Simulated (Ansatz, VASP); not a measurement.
# Ge: VASP beside Ansatz

```xyz
4
Lattice="3.9617 0.0000 0.0000 -1.9809 3.4310 0.0000 0.0000 0.0000 6.5402" Properties=species:S:1:pos:R:3 pbc="T T T"
Ge    1.9809    1.1437    0.4114
Ge    0.0000    2.2873    3.6815
Ge    1.9809    1.1437    2.8587
Ge    0.0000    2.2873    6.1288
```

This isn't the form of Ge at room conditions, which is diamond.

Alike in both runs: task single point; functional PBEsol; k mesh 7 × 7 × 4; no spin polarisation.

```csv
,VASP,Ansatz
version,VASP 6.6.1,Ansatz 0.2.0
potentials or method,"VASP PAW PBE potentials, release 64 (Ge_d)","plane waves, PAW"
plane-wave cutoff (eV),520,500
occupations,"fermi-dirac, width 0.1 eV",fermi-dirac
valence electrons in the cell,56,56
```

```tsv
	VASP	Ansatz	Ansatz less VASP
pressure (GPa)	1.8	1.9	+0.07
largest component of the traceless stress (GPa)	0.33	0.33	+0.004
```

Caveats: the PAW data sets were made with another functional, which shifts forces and pressure a little (VASP).
